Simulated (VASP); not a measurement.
# CdS (Greenockite) (P6_3mc) in VASP: settings compared, part 3 of 3

VASP 6.6.1. The steps go on from the part before.

### 6 Single point, PBE

Contents of INCAR:

```
SYSTEM = CdS
PREC = Accurate ; ENCUT = 520
EDIFF = 1E-6 ; ISMEAR = 0
SIGMA = 0.026000000000000002 ; LREAL = .False.
LASPH = .True. ; NELM = 100
ALGO = Normal ; ISIF = 2
LWAVE = .False. ; LCHARG = .False.
GGA = PE
```

Contents of KPOINTS:

```
regular mesh
0
Gamma
  7 7 4
  0 0 0
```

Contents of POSCAR:

```
CdS
1.0
    4.1500000000      0.0000000000      0.0000000000
   -2.0750000000      3.5940054257      0.0000000000
    0.0000000000      0.0000000000      6.7370000000
Cd S
2 2
Direct
    0.6666666667      0.3333333333      0.5000000000
    0.3333333333      0.6666666667      0.0000000000
    0.6666666667      0.3333333333      0.8750000000
    0.3333333333      0.6666666667      0.3750000000
```

Potentials or basis: VASP PAW PBE potentials, release 64 (Cd, S).

Command:

```
> cat potpaw_PBE.64/Cd/POTCAR potpaw_PBE.64/S/POTCAR > POTCAR
> mpirun -np 1 vasp_std > vasp.out
```

OUTCAR:

```text
SYSTEM = CdS
   PREC = Accurate
   ENCUT = 520
   EDIFF = 1E-6
   ISMEAR = 0
   LREAL = .False.
   LASPH = .True.
   NELM = 100
   ISIF = 2
   GGA = PE

 ion  position               nearest neighbor table
   1  0.667  0.333  0.500-   3 2.53   4 2.54   4 2.54   4 2.54
   2  0.333  0.667  0.000-   4 2.53   3 2.54   3 2.54   3 2.54
   3  0.667  0.333  0.875-   1 2.53   2 2.54   2 2.54   2 2.54
   4  0.333  0.667  0.375-   2 2.53   1 2.54   1 2.54   1 2.54

  LATTYP: Found a hexagonal cell.
 ALAT       =     4.1500000000
 C/A-ratio  =     1.6233734940

  Lattice vectors:

 A1 = (   4.1500000000,   0.0000000000,   0.0000000000)
 A2 = (  -2.0750000000,   3.5940054257,   0.0000000000)
 A3 = (   0.0000000000,   0.0000000000,   6.7370000000)

Analysis of symmetry for initial positions (statically):
=====================================================================
 Subroutine PRICEL returns:
 Original cell was already a primitive cell.

 Routine SETGRP: Setting up the symmetry group for a
 hexagonal supercell.

 Subroutine GETGRP returns: Found 12 space group operations
 (whereof  6 operations were pure point group operations)
 out of a pool of 24 trial point group operations.

The static configuration has the point symmetry C_3v.
 The point group associated with its full space group is C_6v.

Analysis of symmetry for dynamics (positions and initial velocities):
=====================================================================
 Subroutine PRICEL returns:
 Original cell was already a primitive cell.

 Routine SETGRP: Setting up the symmetry group for a
 hexagonal supercell.

 Subroutine GETGRP returns: Found 12 space group operations
 (whereof  6 operations were pure point group operations)
 out of a pool of 24 trial point group operations.

The dynamic configuration has the point symmetry C_3v.
 The point group associated with its full space group is C_6v.

 Subroutine INISYM returns: Found 12 space group operations
 (whereof  6 operations are pure point group operations),
 and found     1 'primitive' translations

----------------------------------------------------------------------------------------

                                     Primitive cell

  volume of cell :     100.4832

  direct lattice vectors                    reciprocal lattice vectors
     4.150000000  0.000000000  0.000000000     0.240963855  0.139120547  0.000000000
    -2.075000000  3.594005426  0.000000000     0.000000000  0.278241094  0.000000000
     0.000000000  0.000000000  6.737000000     0.000000000  0.000000000  0.148434021

  length of vectors
     4.150000000  4.150000000  6.737000000     0.278241094  0.278241094  0.148434021

  position of ions in fractional coordinates (direct lattice)
     0.666666667  0.333333333  0.500000000
     0.333333333  0.666666667  0.000000000
     0.666666667  0.333333333  0.875000000
     0.333333333  0.666666667  0.375000000

  ion indices of the primitive-cell ions
   primitive index   ion index
                 1           1
                 2           2
                 3           3
                 4           4

----------------------------------------------------------------------------------------

 KPOINTS: regular mesh

Automatic generation of k-mesh.
 Grid dimensions read from file:
 generate k-points for:    7    7    4

 Generating k-lattice:

  Cartesian coordinates                     Fractional coordinates (reciprocal lattice)
     0.034423408  0.019874364  0.000000000     0.142857143  0.000000000  0.000000000
     0.000000000  0.039748728  0.000000000     0.000000000  0.142857143  0.000000000
     0.000000000  0.000000000  0.037108505     0.000000000  0.000000000  0.250000000

  Length of vectors
     0.039748728  0.039748728  0.037108505

  Shift w.r.t. Gamma in fractional coordinates (k-lattice)
     0.000000000  0.000000000  0.000000000

 Subroutine IBZKPT returns following result:
 ===========================================

 Found     24 irreducible k-points:

 Following reciprocal coordinates:
            Coordinates               Weight
  0.000000  0.000000  0.000000      1.000000
  0.142857 -0.000000  0.000000      6.000000
  0.285714 -0.000000  0.000000      6.000000
  0.428571 -0.000000  0.000000      6.000000
  0.142857  0.142857  0.000000      6.000000
  0.285714  0.142857  0.000000     12.000000
[... 16 lines left out ...]
  0.428571  0.142857  0.500000      6.000000
  0.285714  0.285714  0.500000      6.000000
   k-points           NKPTS =     24   k-points in BZ     NKDIM =     24   number of bands    NBANDS=     22
   number of dos      NEDOS =    301   number of ions     NIONS =      4
   total plane-waves  NPLWV =  51200
   dimension x,y,z NGX =    32 NGY =   32 NGZ =   50
   dimension x,y,z NGXF=    64 NGYF=   64 NGZF=  100
   ions per type =               2   2
   NGX,Y,Z   is equivalent  to a cutoff of  12.82, 12.82, 12.34 a.u.
   NGXF,Y,Z  is equivalent  to a cutoff of  25.64, 25.64, 24.68 a.u.
 SYSTEM =  CdS
   PREC   = accura    normal or accurate (medium, high low for compatibility)
   ISTART =      0    job   : 0-new  1-cont  2-samecut
   ICHARG =      2    charge: 1-file 2-atom 10-const
   ISPIN  =      1    spin polarized calculation?
   LNONCOLLINEAR =      F non collinear calculations
   LSORBIT =      F    spin-orbit coupling
   LASPH  =      T    aspherical Exc in radial PAW
   ENCUT  =  520.0 eV  38.22 Ry    6.18 a.u.   7.72  7.72 12.53*2*pi/ulx,y,z
   NELM   =    100;   NELMIN=  2; NELMDL= -5     # of ELM steps
   EDIFF  = 0.1E-05   stopping-criterion for ELM
   LREAL  =      F    real-space projection
   EDIFFG = 0.1E-04   stopping-criterion for IOM
   NSW    =      0    number of steps for IOM
   IBRION =     -1    ionic relax: 0-MD 1-quasi-New 2-CG
   NFREE  =      0    steps in history (QN), initial steepest desc. (CG)
   ISIF   =      2    stress and relaxation
   ISYM   =      2    0-nonsym 1-usesym 2-fastsym
   POTIM  = 0.5000    time-step for ionic-motion
   TEBEG  =    0.0;   TEEND  =   0.0 temperature during run
   PSTRESS=    0.0 pullay stress
   NELECT =      36.0000    total number of electrons
   NUPDOWN=      -1.0000    fix difference up-down
   EMIN   =  10.00;   EMAX   =-10.00  energy-range for DOS
   EFERMI =   0.00;   METHOD = LEGACY
   ISMEAR =     0;   SIGMA  =   0.03  broadening in eV -4-tet -1-fermi 0-gaus
   EFERMI_NEDOS =   21; number of points for ismear=-14 and -15
   IALGO  =     38    algorithm
   IMIX   =      4    mixing-type and parameters
     AMIX     =   0.40;   BMIX     =  1.00
     AMIX_MAG =   1.60;   BMIX_MAG =  1.00
  volume/ion in A,a.u.               =      25.12       169.52
  Fermi-wavevector in a.u.,A,eV,Ry     =   1.162727  2.197236 18.394190  1.351935
  Thomas-Fermi vector in A             =   2.299285
   LORBIT       =      0    0 simple, 1 ext, 2 COOP (PROOUT), +10 PAW based schemes
   GGA     = PE    functional components
   LHFCALC =     F    Hartree Fock is set to
   AEXX    =    0.0000 exact exchange contribution
   IVDW    =     0    specifies the selected vdW correction
   LEPSILON=     F    determine dielectric tensor
   LRPA    =     F    only Hartree local field effects (RPA)
 non-spin polarized calculation
 Gauss-broadening in eV      SIGMA  =   0.03
  energy-cutoff  :      520.00
  volume of cell :      100.48
 maximum number of plane-waves:      2731
 NGX is ok and might be reduce to    32
   NGX = 15   NGY = 15   NGZ = 25

 number of electron      35.9999997 magnetization

 Free energy of the ion-electron system (eV)
  ---------------------------------------------------
  ext. energy  EPLUGINS =         0.00000000
  ---------------------------------------------------
  free energy    TOTEN  =       -12.26714803 eV

  energy without entropy =      -12.26714803  energy(sigma->0) =      -12.26714803

 E-fermi :   1.3727     XC(G=0):  -9.0853

 val. band max:        1.2059031739   @ k =   0.0000   0.0000   0.0000
 cond. band min:       2.4043033630   @ k =   0.0000   0.0000   0.0000
 fundamental gap:      1.1984001891
 Fermi energy:         1.3726961662

 k-point     1 :       0.0000    0.0000    0.0000
  band No.  band energies     occupation
      1     -11.0906      2.00000
      2     -10.6659      2.00000
      3      -6.4680      2.00000
      4      -6.4460      2.00000
      5      -6.4460      2.00000
      6      -6.3606      2.00000
[... 589 lines left out ...]
     21       7.2241      0.00000
     22       7.2241      0.00000

------------------------ aborting loop because EDIFF is reached ----------------------------------------

  FORCE on cell =-STRESS in cart. coord.  units (eV):
  Direction    XX          YY          ZZ          XY          YZ          ZX
  --------------------------------------------------------------------------------------
  -------------------------------------------------------------------------------------
  Total        1.3768455      1.3768455      1.7889216      0.0000000      0.0000000      0.0000000
  in kB       21.9534310     21.9534310     28.5238750      0.0000000      0.0000000      0.0000000
  external PRESSURE =      24.1435790 kB  Pullay stress =       0.0000000 kB

 VOLUME and BASIS-vectors are now :
 -----------------------------------------------------------------------------
  energy-cutoff  :      520.00
  volume of cell :      100.48
      direct lattice vectors                 reciprocal lattice vectors
     4.150000000  0.000000000  0.000000000     0.240963855  0.139120547  0.000000000
    -2.075000000  3.594005426  0.000000000     0.000000000  0.278241094  0.000000000
     0.000000000  0.000000000  6.737000000     0.000000000  0.000000000  0.148434021

 POSITION                                       TOTAL-FORCE (eV/Angst)
 -----------------------------------------------------------------------------------
      2.07500      1.19800      3.36850         0.000000      0.000000     -0.069318
     -0.00000      2.39600      0.00000        -0.000000      0.000000     -0.069318
      2.07500      1.19800      5.89487         0.000000     -0.000000      0.069318
     -0.00000      2.39600      2.52637        -0.000000      0.000000      0.069318
 -----------------------------------------------------------------------------------
    total drift:                               -0.000000     -0.000000     -0.000613

  FREE ENERGIE OF THE ION-ELECTRON SYSTEM (eV)
  ---------------------------------------------------
  free  energy   TOTEN  =       -12.2671480272 eV

  energy  without entropy=      -12.2671480272  energy(sigma->0) =      -12.26714803
```

OSZICAR:

```text
N       E                     dE             d eps       ncg     rms          rms(c)
DAV:   1     0.249946896822E+03    0.24995E+03   -0.17902E+04  1056   0.151E+03
DAV:   2     0.111328189535E+01   -0.24883E+03   -0.24330E+03  1176   0.360E+02
DAV:   3    -0.131881877813E+02   -0.14301E+02   -0.14229E+02  1278   0.853E+01
DAV:   4    -0.133528344947E+02   -0.16465E+00   -0.16457E+00  1218   0.918E+00
DAV:   5    -0.133556721259E+02   -0.28376E-02   -0.28375E-02  1320   0.118E+00    0.112E+01
DAV:   6    -0.122885564606E+02    0.10671E+01   -0.25658E+00  1402   0.167E+01    0.885E+00
DAV:   7    -0.122725659006E+02    0.15991E-01   -0.86371E-01  1224   0.543E+00    0.400E+00
DAV:   8    -0.122689663047E+02    0.35996E-02   -0.12786E-01  1256   0.385E+00    0.559E-01
DAV:   9    -0.122668885564E+02    0.20777E-02   -0.24604E-02  1308   0.206E+00    0.176E-01
DAV:  10    -0.122669976973E+02   -0.10914E-03   -0.18784E-03  1244   0.484E-01    0.114E-01
DAV:  11    -0.122670882436E+02   -0.90546E-04   -0.23419E-04  1274   0.115E-01    0.115E-01
DAV:  12    -0.122671424882E+02   -0.54245E-04   -0.21621E-04  1188   0.849E-02    0.311E-02
DAV:  13    -0.122671477534E+02   -0.52652E-05   -0.27108E-05  1218   0.355E-02    0.129E-02
DAV:  14    -0.122671480272E+02   -0.27371E-06   -0.21933E-06  1074   0.109E-02
   1 F= -.12267148E+02 E0= -.12267148E+02  d E =-.200601E-21
```

It took 30 s on 1 thread of Intel Xeon Platinum 8488C (Sapphire Rapids), shared host; peak memory 0.23 GiB.

What came out:

```yaml
Free_energy: -12.2671 eV
Pressure: 2.4 GPa
Largest_force: 0.069 eV/Å
Band_gap_on_the_k_mesh: 1.20 eV, direct
```

Forces in eV/Å, atoms in the order of the input:
```
Cd   0.000  0.000 -0.069
Cd   0.000  0.000 -0.069
S    0.000  0.000  0.069
S    0.000  0.000  0.069
```

Levels at points of the mesh, in eV from the valence-band top:
| k point | band 16 | band 17 | band 18 | band 19 | band 20 | band 21 |
| --- | --- | --- | --- | --- | --- | --- |
| (0.00, 0.00, 0.00) | -0.04 | 0.00 | 0.00 | 1.20 | 2.79 | 6.47 |
| (0.00, 0.00, 0.50) | -0.39 | -0.39 | -0.39 | 2.84 | 2.84 | 6.20 |

### 7 Overview

```csv
task,level,cell,cutoff (eV),smearing,gap on the mesh (eV),pressure (GPa),relaxed volume (Å³/atom),largest force (eV/Å)
relaxation of cell and atoms,PBE+MBD,relaxed,600,fermi-dirac 0.05 eV,1.16,0.0,25.48,0.01
relaxation of cell and atoms,PBEsol+D3,relaxed,600,fermi-dirac 0.05 eV,1.15,0.0,24.16,-
relaxation of cell and atoms,PBEsol+D3(BJ),relaxed,600,fermi-dirac 0.05 eV,1.14,0.0,24.15,-
single point,PBE,as given,520,gaussian 0.017 eV,1.20,2.4,-,0.07
single point,PBE,as given,520,gaussian 0.026 eV,1.20,2.4,-,0.07
```

Alike in all rows: potentials or basis VASP PAW PBE potentials, release 64 (Cd, S); no spin polarisation; k mesh 7 × 7 × 4.

Caveats: the PAW data sets were made with another functional, which shifts forces and pressure a little (some runs).

Absolute energies hang on the potentials; compare differences alone.

### 8 How close it comes

Step 5. Measured gap of CdS: 2.5809 eV (quoted in “Isotope dependence of band-gap energy”, 2008, arxiv:0807.2152). This calculation gives 1.20 eV (-1.38 eV). So large a miss can be the level of theory's own, or it may mean another phase, state or a wrong row. Spin-orbit coupling on Cd is left out. The value is that of PBE, without temperature or zero-point motion. Semilocal functionals fall short of measured gaps as a rule.

Step 6. Measured gap of CdS: 2.5809 eV (quoted in “Isotope dependence of band-gap energy”, 2008, arxiv:0807.2152). This calculation gives 1.20 eV (-1.38 eV). So large a miss can be the level of theory's own, or it may mean another phase, state or a wrong row. Spin-orbit coupling on Cd is left out. The value is that of PBE, without temperature or zero-point motion. Semilocal functionals fall short of measured gaps as a rule.
